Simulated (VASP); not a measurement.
A run of VASP 6.6.1 is set up as follows.

Contents of POSCAR:

```
GaSb
1.0
    0.0000000000      3.0658848228      3.0658848228
    3.0658848228      0.0000000000      3.0658848228
    3.0658848228      3.0658848228      0.0000000000
Ga Sb
1 1
Direct
    0.0000000000      0.0000000000      0.0000000000
    0.2500000000      0.2500000000      0.2500000000
```

INCAR.step1

```
SYSTEM = GaSb
ALGO     = Normal         ! electronic algorithm
EDIFF    = 1E-5           ! SCF threshold, eV
ENCUT    = 550            ! plane-wave cutoff, eV
GGA      = PE             ! functional
GGA_COMPAT= .FALSE.      
ISMEAR   = -1             ! smearing method
LASPH    = .TRUE.         ! aspherical terms in the spheres
LCHARG   = .FALSE.        ! write CHGCAR
LREAL    = .FALSE.        ! projectors in reciprocal space
LWAVE    = .TRUE.         ! write WAVECAR
NBANDS   = 21             ! bands
NELM     = 120            ! most SCF steps
PREC     = Accurate       ! precision mode
SIGMA    = 0.02           ! smearing width, eV
```

File INCAR.step2:

```
SYSTEM = GaSb
ALGO     = Normal         ! electronic algorithm
EDIFF    = 1E-6           ! SCF threshold, eV
ENCUT    = 550            ! plane-wave cutoff, eV
GGA_COMPAT= .FALSE.      
ISIF     = 2              ! what is computed and relaxed
ISMEAR   = -1             ! smearing method
ISTART   = 1            
LASPH    = .TRUE.         ! aspherical terms in the spheres
LCHARG   = .FALSE.        ! write CHGCAR
LMIXTAU  = .TRUE.       
LREAL    = .FALSE.        ! projectors in reciprocal space
LWAVE    = .FALSE.        ! write WAVECAR
METAGGA  = R2SCAN         ! meta-GGA
NBANDS   = 21             ! bands
NELM     = 120            ! most SCF steps
PREC     = Accurate       ! precision mode
SIGMA    = 0.02           ! smearing width, eV
```

KPOINTS

```
k-points
0
G
  8 8 8
  0 0 0
```

Potentials or basis: VASP PAW PBE potentials, release 64 (Ga_d, Sb_d_GW).

Run with:

```sh
$ cat potpaw_PBE.64/Ga_d/POTCAR potpaw_PBE.64/Sb_d_GW/POTCAR > POTCAR
$ cp INCAR.step1 INCAR
$ mpirun -np 1 vasp_std > vasp.out
$ cp INCAR.step2 INCAR
$ mpirun -np 1 vasp_std > vasp.out
```

(1) Estimate the band gap on the k mesh.

(2) Predict the pressure.

Results:

(1) 0.40 eV, direct.

(2) 0.0 GPa.

Caveat: the PAW data sets were made with another functional, which shifts forces and pressure a little; spin-orbit coupling is left out, which moves the levels of the heavy elements.

**Experimental background.**

From a printed reference work, data compilation, for a bulk crystal of GaSb at 4.2 K: band gap 0.811 eV (direct).

Measured gap of GaSb: 0.811 eV (direct; 4.2 K; a printed reference work, data compilation). This calculation gives 0.40 eV (-0.41 eV). Spin-orbit coupling on Ga, Sb is left out. The value is that of r2SCAN on a finite k mesh, which can miss the band edges, without temperature or zero-point motion.
